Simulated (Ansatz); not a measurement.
The system is TaSi2.

```
CELL_PARAMETERS angstrom
4.78000 0.00000 0.00000
-2.39000 4.13960 0.00000
0.00000 0.00000 6.56400
ATOMIC_POSITIONS crystal
Ta 0.00000 0.50000 0.16667
Ta 0.50000 0.50000 0.83333
Ta 0.50000 0.00000 0.50000
Si 0.33330 0.16665 0.16667
Si 0.16665 0.83335 0.83333
Si 0.83335 0.66670 0.50000
Si 0.66670 0.83335 0.16667
Si 0.83335 0.16665 0.83333
Si 0.16665 0.33330 0.50000
```

```yaml
Program: Ansatz 0.2.0
Task: relaxation of cell and atoms
Functional: PBEsol
Potentials_or_basis: all-electron LAPW, scalar-relativistic
Basis_error_allowed: 0.002 eV/atom
k_mesh: 6 × 6 × 3
Occupations: fermi-dirac, width 0.05 eV
Spin: no spin polarisation
```

At the start: volume 14.43 Å³/atom.

Problem. Where does the relaxation end?

Solution. Over 6 steps the energy falls by 14.8 meV/atom and the volume is 14.29 Å³/atom (-1.0 %); space group P6_222 (No. 180, to 0.05 Å).

Step by step:
```tsv
step	energy change (eV)	largest force (eV/Å)	volume (Å³)
1	0.0000	0.6838	129.88
2	-0.1175	0.1122	127.99
3	-0.1329	0.0058	128.90
4	-0.1332	0.0001	128.72
5	-0.1333	0.0002	128.64
6	-0.1333	0.0001	128.64
```

Final structure:
```
Ta Si
1.0
     4.75913    0.00000    0.00000
    -2.37956    4.12153    0.00000
     0.00000    0.00000    6.55831
Ta Si
3 6
Direct
  0.00000 0.50000 0.16667
  0.50000 0.50000 0.83333
  0.50000 0.00000 0.50000
  0.31908 0.15954 0.16667
  0.15954 0.84046 0.83333
  0.84046 0.68092 0.50000
  0.68092 0.84046 0.16667
  0.84046 0.15954 0.83333
  0.15954 0.31908 0.50000
```

Caveat: the k mesh is thin for a metal, which can move the energy by tens of meV per atom.
